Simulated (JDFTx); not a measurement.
# Ti (Im-3m) in JDFTx: a series of runs

The runs below take Ti through single point, with PBEsol, RPBE, revPBE, BLYP.

Everything below comes from runs of JDFTx 1.7.0 (patched build). Logs are shortened: lines on timing, memory, paths and dates and some standing lists are left out, and cuts for length are marked. The log counts tension as positive stress, the text compression.

## Step 1: Starting point

It takes space group Im-3m (No. 229, cubic). The conventional cell has a = 3.282 Å, b = 3.282 Å, c = 3.282 Å, α = 90.00°, β = 90.00°, γ = 90.00°. Ti (site symmetry m-3m) is surrounded by 8 Ti at 2.84 Å.

This isn't the form of Ti at room conditions, which is hcp.

## Step 2: Single point, PBEsol

The input, Ti.in:

```
include Ti.lattice
coords-type Lattice
include Ti.ionpos

ion-species pseudo/Ti.upf
elec-cutoff 42
elec-ex-corr gga-PBEsol
kpoint-folding 11 11 11
elec-smearing Fermi 0.0018374661
elec-n-bands 11
electronic-SCF nIterations 100 energyDiffThreshold 1e-09
electronic-minimize nIterations 30 energyDiffThreshold 1e-7
converge-empty-states yes
forces-output-coords Cartesian

dump-name run.$VAR
dump End Ecomponents EigStats BandEigs Kpoints Forces Stress ElecDensity
```

The input, Ti.lattice:

```
lattice \
   -3.1010405705     3.1010405705     3.1010405705 \
    3.1010405705    -3.1010405705     3.1010405705 \
    3.1010405705     3.1010405705    -3.1010405705
```

The input, Ti.ionpos:

```
ion Ti     0.0000000000     0.0000000000     0.0000000000 1
```

Potentials or basis: PseudoDojo-SR-PBEsol-0.4.1-standard with smoothed tails.

Run with:

```console
$ jdftx -c 1 -i Ti.in -o Ti.out
```

Standard output:

```text
*************** JDFTx 1.7.0 (patched build) ***************

Input parsed successfully to the following command list (including defaults):
[... the input with its defaults ...]

---------- Setting up symmetries ----------

Found 48 point-group symmetries of the bravais lattice
Found 48 space-group symmetries with basis
Applied RMS atom displacement 0 bohrs to make symmetries exact.

---------- Initializing the Grid ----------
R =
[     -3.10104      3.10104      3.10104  ]
[      3.10104     -3.10104      3.10104  ]
[      3.10104      3.10104     -3.10104  ]
unit cell volume = 119.284
G =
[ -2.74533e-17    1.01308    1.01308  ]
[    1.01308 -2.74533e-17    1.01308  ]
[    1.01308    1.01308 -2.74533e-17  ]
Minimum fftbox size, Smin = [  32  32  32  ]
Chosen fftbox size, S = [  32  32  32  ]

---------- Exchange Correlation functional ----------
Initalized PBEsol GGA exchange.
Initalized PBEsol GGA correlation.

---------- Setting up pseudopotentials ----------
Width of ionic core gaussian charges (only for fluid interactions / plotting) set to 0

Reading pseudopotential file 'pseudo/Ti.upf':
  'Ti' pseudopotential, 'PBESOL' functional
  Generated using ONCVPSP code by D. R. Hamann
  12 valence electrons, 4 orbitals, 6 projectors, 1001 radial grid points, with lMax = 2
    3S    l: 0   occupation:  2.0   eigenvalue: -2.295026
    3P    l: 1   occupation:  6.0   eigenvalue: -1.424955
    3D    l: 2   occupation:  2.0   eigenvalue: -0.157121
    4S    l: 0   occupation:  2.0   eigenvalue: -0.164537
  Core radius for overlap checks: 1.61 bohrs.

Initialized 1 species with 1 total atoms.

Folded 1 k-points by 11x11x11 to 1331 k-points.

---------- Setting up k-points, bands, fillings ----------
Reduced to 56 k-points under symmetry.
Computing the number of bands and number of electrons
Calculating initial fillings.
nElectrons:  12.000000   nBands: 11   nStates: 56

----- Setting up reduced wavefunction bases (one per k-point) -----
average nbasis = 1551.176 , ideal nbasis = 1550.780

---------- Setting up ewald sum ----------
Optimum gaussian width for ewald sums = 1.936223 bohr.
Real space sum over 2197 unit cells with max indices [  6  6  6  ]
Reciprocal space sum over 2197 terms with max indices [  6  6  6  ]

---------- Allocating electronic variables ----------
Initializing wave functions:  linear combination of atomic orbitals
Note: number of bands (11) exceeds available atomic orbitals (10)
Ti pseudo-atom occupations:   s ( 2 2 )  p ( 6 )  d ( 2 )
	FillingsUpdate:  mu: +0.526724558  nElectrons: 12.000000
LCAOMinimize: Iter:   0  F: -58.2401127760885231  |grad|_K:  6.215e-04  alpha:  1.000e+00
	FillingsUpdate:  mu: +0.519306518  nElectrons: 12.000000
LCAOMinimize: Iter:   1  F: -58.2409638122860684  |grad|_K:  1.150e-06  alpha:  6.581e-01  linmin: -2.626e-02  cgtest:  2.135e-01
LCAOMinimize: Encountered beta<0, resetting CG.
	FillingsUpdate:  mu: +0.519302325  nElectrons: 12.000000
LCAOMinimize: Iter:   2  F: -58.2409638166630117  |grad|_K:  1.146e-07  alpha:  9.773e-01  linmin:  2.453e-03  cgtest: -9.000e-03
	FillingsUpdate:  mu: +0.519303620  nElectrons: 12.000000
LCAOMinimize: Iter:   3  F: -58.2409638166917247  |grad|_K:  5.115e-09  alpha:  6.506e-01  linmin: -1.481e-01  cgtest:  8.537e-01
LCAOMinimize: Encountered beta<0, resetting CG.
LCAOMinimize: Converged (|Delta F|<1.000000e-06 for 2 iters).

-------- Electronic minimization -----------
Will mix electronic density at each iteration.
	FillingsUpdate:  mu: +0.519303620  nElectrons: 12.000000
	FillingsUpdate:  mu: +0.496539470  nElectrons: 12.000000
SCF: Cycle:  0   F: -58.259535068023055   dF: -1.857e-02   |Residual|: 1.367e-01   |deigs|: 4.595e-02
	FillingsUpdate:  mu: +0.471419560  nElectrons: 12.000000
SCF: Cycle:  1   F: -58.281551253061131   dF: -2.202e-02   |Residual|: 1.761e-02   |deigs|: 4.416e-02
	FillingsUpdate:  mu: +0.467982675  nElectrons: 12.000000
SCF: Cycle:  2   F: -58.282026294434587   dF: -4.750e-04   |Residual|: 9.384e-03   |deigs|: 5.500e-03
	FillingsUpdate:  mu: +0.469282783  nElectrons: 12.000000
SCF: Cycle:  3   F: -58.282030860426261   dF: -4.566e-06   |Residual|: 5.712e-03   |deigs|: 2.616e-03
	FillingsUpdate:  mu: +0.468618989  nElectrons: 12.000000
SCF: Cycle:  4   F: -58.282062531299275   dF: -3.167e-05   |Residual|: 1.263e-03   |deigs|: 1.183e-03
	FillingsUpdate:  mu: +0.468761327  nElectrons: 12.000000
SCF: Cycle:  5   F: -58.282062536409548   dF: -5.110e-09   |Residual|: 1.284e-03   |deigs|: 2.128e-04
	FillingsUpdate:  mu: +0.468554919  nElectrons: 12.000000
SCF: Cycle:  6   F: -58.282065026421336   dF: -2.490e-06   |Residual|: 1.878e-04   |deigs|: 3.635e-04
	FillingsUpdate:  mu: +0.468541156  nElectrons: 12.000000
SCF: Cycle:  7   F: -58.282065096784180   dF: -7.036e-08   |Residual|: 1.846e-04   |deigs|: 2.718e-05
	FillingsUpdate:  mu: +0.468542465  nElectrons: 12.000000
SCF: Cycle:  8   F: -58.282065130512109   dF: -3.373e-08   |Residual|: 1.194e-04   |deigs|: 1.618e-05
	FillingsUpdate:  mu: +0.468558613  nElectrons: 12.000000
SCF: Cycle:  9   F: -58.282065149599511   dF: -1.909e-08   |Residual|: 4.957e-05   |deigs|: 2.719e-05
	FillingsUpdate:  mu: +0.468559550  nElectrons: 12.000000
SCF: Cycle: 10   F: -58.282065151234306   dF: -1.635e-09   |Residual|: 4.804e-05   |deigs|: 6.967e-06
	FillingsUpdate:  mu: +0.468570811  nElectrons: 12.000000
SCF: Cycle: 11   F: -58.282065154138401   dF: -2.904e-09   |Residual|: 8.881e-06   |deigs|: 3.149e-05
	FillingsUpdate:  mu: +0.468565209  nElectrons: 12.000000
SCF: Cycle: 12   F: -58.282065153948345   dF: +1.901e-10   |Residual|: 1.919e-05   |deigs|: 3.062e-05
	FillingsUpdate:  mu: +0.468565106  nElectrons: 12.000000
SCF: Cycle: 13   F: -58.282065153903368   dF: +4.498e-11   |Residual|: 2.070e-05   |deigs|: 8.313e-06
	FillingsUpdate:  mu: +0.468563799  nElectrons: 12.000000
SCF: Cycle: 14   F: -58.282065153459719   dF: +4.436e-10   |Residual|: 2.805e-05   |deigs|: 2.016e-05
	FillingsUpdate:  mu: +0.468564679  nElectrons: 12.000000
SCF: Cycle: 15   F: -58.282065153689146   dF: -2.294e-10   |Residual|: 2.403e-05   |deigs|: 1.370e-05
	FillingsUpdate:  mu: +0.468567254  nElectrons: 12.000000
SCF: Cycle: 16   F: -58.282065154223197   dF: -5.341e-10   |Residual|: 1.057e-05   |deigs|: 1.025e-05
SCF: Converged (|Delta E|<1.000000e-09 for 2 iters).

Setting wave functions to eigenvectors of Hamiltonian
Converging empty states (this may take a while): |deigs|: 4.890e-04

# Stress tensor in Cartesian coordinates [Eh/a0^3]:
[  0.000228342            0            0  ]
[            0  0.000228342            0  ]
[            0            0  0.000228342  ]

# Ionic positions in lattice coordinates:
ion Ti   0.000000000000000   0.000000000000000   0.000000000000000 1

# Forces in Cartesian coordinates:
force Ti  -0.000000000000000   0.000000000000000   0.000000000000000 1

# Energy components:
   Eewald =      -42.2478846064201576
       EH =       12.2046768734576947
     Eloc =      -44.5335629297212705
      Enl =        0.4400487208190807
      Exc =       -8.6294111988778539
 Exc_core =        1.0143042676359151
       KE =       23.4705939691448719
-------------------------------------
     Etot =      -58.2812349039617175
       TS =        0.0008302502614824
-------------------------------------
        F =      -58.2820651542231971

IonicMinimize: Iter:   0  F: -58.282065154223197  |grad|_K:  0.000e+00
IonicMinimize: Converged (|grad|_K<1.000000e-04).

#--- Lowdin population analysis ---
# oxidation-state Ti +0.125

Dumping 'run.eigStats' ...
	eMin: -1.600207 at state 0 ( [ +0.000000 +0.000000 +0.000000 ] spin 0 )
	HOMO: +0.468561 at state 33 ( [ +0.090909 -0.454545 -0.454545 ] spin 0 )
	mu  : +0.468572
	LUMO: +0.468684 at state 33 ( [ +0.090909 -0.454545 -0.454545 ] spin 0 )
	eMax: +1.105842 at state 0 ( [ +0.000000 +0.000000 +0.000000 ] spin 0 )
	HOMO-LUMO gap: +0.000123
	Optical gap  : +0.000123 at state 33 ( [ +0.090909 -0.454545 -0.454545 ] spin 0 )
Done!
```

Wall time 32 s (1 thread of Arm Neoverse V1, shared host); peak memory 0.09 GiB.

What came out:

```
Free energy            : -1585.9358 eV
Pressure               : -6.7 GPa
Band gap on the k mesh : none (metal or under the smearing width)
```

## Step 3: Single point, RPBE

The input, Ti.in:

```
lattice \
   -3.1010405705     3.1010405705     3.1010405705 \
    3.1010405705    -3.1010405705     3.1010405705 \
    3.1010405705     3.1010405705    -3.1010405705
coords-type Lattice
ion Ti     0.0000000000     0.0000000000     0.0000000000 1

ion-species pseudo/Ti.upf
elec-cutoff 42
elec-ex-corr gga-x-rpbe gga-c-pbe
kpoint-folding 11 11 11
elec-smearing Fermi 0.0018374661
elec-n-bands 11
electronic-SCF nIterations 100 energyDiffThreshold 1e-09
electronic-minimize nIterations 30 energyDiffThreshold 1e-7
converge-empty-states yes
forces-output-coords Cartesian

dump-name run.$VAR
dump End Ecomponents EigStats BandEigs Kpoints Forces Stress ElecDensity Dtot KEdensity
```

Potentials or basis: PseudoDojo-SR-PBE-0.5-standard with smoothed tails.

Run with:

```console
$ jdftx -c 1 -i Ti.in -o Ti.out
```

It took 29 s on 1 thread of Arm Neoverse V1, shared host; peak memory 0.09 GiB.

It converged, with:

| Quantity | Value |
| --- | --- |
| Free energy | -1586.7549 eV |
| Pressure | 0.7 GPa |
| Band gap on the k mesh | none (metal or under the smearing width) |

Levels at points of the mesh, in eV from the Fermi level:
| k point | band 3 | band 4 | band 5 | band 6 | band 7 | band 8 | band 9 |
| --- | --- | --- | --- | --- | --- | --- | --- |
| (0.00, 0.00, 0.00) | -32.48 | -32.48 | -5.89 | 0.99 | 0.99 | 0.99 | 2.70 |

Caveat: the potentials were made for another functional, which shifts forces and pressure.

## Step 4: Single point, revPBE

The input, Ti.in:

```
lattice \
   -1.6410000000     1.6410000000     1.6410000000 \
    1.6410000000    -1.6410000000     1.6410000000 \
    1.6410000000     1.6410000000    -1.6410000000
latt-scale 1.889726124626 1.889726124626 1.889726124626
coords-type Lattice
ion Ti     0.0000000000     0.0000000000     0.0000000000 1

ion-species pseudo/Ti.upf
elec-cutoff 42
elec-ex-corr gga-x-pbe-r gga-c-pbe
kpoint-folding 11 11 11
elec-smearing Fermi 0.0018374661
elec-n-bands 11
electronic-SCF nIterations 100 energyDiffThreshold 1e-09
electronic-minimize nIterations 30 energyDiffThreshold 1e-7
converge-empty-states yes
forces-output-coords Cartesian

dump-name run.$VAR
dump End Ecomponents EigStats BandEigs Kpoints Forces Stress ElecDensity
```

Run with:

```console
$ jdftx -c 1 -i Ti.in -o Ti.out
```

Run time: 28 s. Hardware: 1 thread of Arm Neoverse V1, shared host; peak memory 0.09 GiB.

It converged, with:

* Free energy: -1586.5387 eV
* Pressure: -0.2 GPa
* Band gap on the k mesh: none (metal or under the smearing width)

Levels at points of the mesh, in eV from the Fermi level:
| k point | band 2 | band 3 | band 4 | band 5 | band 6 | band 7 | band 8 | band 9 |
| --- | --- | --- | --- | --- | --- | --- | --- | --- |
| (0.00, 0.00, 0.00) | -32.47 | -32.47 | -32.47 | -5.89 | 0.99 | 0.99 | 0.99 | 2.70 |

Caveat: the potentials were made for another functional, which shifts forces and pressure.

## Step 5: Single point, BLYP

The input, Ti.in:

```
include Ti.lattice
coords-type Lattice
include Ti.ionpos

ion-species pseudo/Ti.upf
elec-cutoff 42
elec-ex-corr gga-x-b88 gga-c-lyp
kpoint-folding 11 11 11
elec-smearing Fermi 0.0018374661
elec-n-bands 11
electronic-SCF nIterations 100 energyDiffThreshold 1e-09
electronic-minimize nIterations 30 energyDiffThreshold 1e-7
converge-empty-states yes
forces-output-coords Cartesian

dump-name run.$VAR
dump End Ecomponents EigStats BandEigs Kpoints Forces Stress ElecDensity Dtot KEdensity
```

Ti.lattice is that of step 2.

Ti.ionpos is that of step 2.

Run with:

```console
$ jdftx -c 1 -i Ti.in -o Ti.out
```

Wall time 27 s (1 thread of Arm Neoverse V1, shared host); peak memory 0.09 GiB.

It converged, with:

```
Free energy            : -1584.6562 eV
Pressure               : -0.1 GPa
Band gap on the k mesh : none (metal or under the smearing width)
```

Levels at points of the mesh, in eV from the Fermi level:
```csv
k point,band 4,band 5,band 6,band 7,band 8,band 9
"(0.00, 0.00, 0.00)",-32.43,-5.77,0.93,0.93,0.93,2.65
```

Caveat: the potentials were made for another functional, which shifts forces and pressure.

## Step 6: The runs side by side

| level | potentials or basis | gap on the mesh (eV) | pressure (GPa) |
| --- | --- | --- | --- |
| PBEsol | PseudoDojo-SR-PBEsol-0.4.1-standard with smoothed tails | none | -6.7 |
| RPBE | PseudoDojo-SR-PBE-0.5-standard with smoothed tails | none | 0.7 |
| revPBE | PseudoDojo-SR-PBE-0.5-standard with smoothed tails | none | -0.2 |
| BLYP | PseudoDojo-SR-PBE-0.5-standard with smoothed tails | none | -0.1 |

Alike in all rows: task single point; no spin polarisation; cell as given; k mesh 11 × 11 × 11; cutoff (eV) 1143; smearing fermi-dirac 0.05 eV.

Caveats: the potentials were made for another functional, which shifts forces and pressure (some runs).

Absolute energies hang on the potentials; compare differences alone.
